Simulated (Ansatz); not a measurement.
BaTiO3: how the free axis answers a strain

BaTiO3, Pm-3m, a = 3.994 Å. The structure is a Materials Project entry; whether it is the stable form wasn't checked. Ansatz: r2SCAN, PAW, 500 eV, Γ-centred 8×8×8 mesh on 5 atoms, Gaussian smearing 0.02 eV; no spin polarisation. Series: biaxial strain in the a-b plane, c and atoms relaxed; x is the strain in per cent. y is the change of c in per cent of 3.994 Å.

```tsv
x (%)	y (%)
-3.0	?
-2.0	1.53
-1.0	0.74
0.0	0.00
1.0	-0.70
2.0	-1.36
3.0	-1.97
```

Problem. Fit y = c1 x + c2 x² to the other rows, say what c1 measures, and predict the missing y.

Solution. Least squares on the rows shown. y = −0.7216 x + 0.02151 x². With no stress along c, c1 = −2C12/C11 = -0.722. At x = -3.0 the fit asked for gives 2.36 %. The run gave 2.37 %, so the fit is 0.01 % too low, a small miss on the scale of the series.

Symmetry holds off the tilts and polar distortions that many cubic perovskites undergo.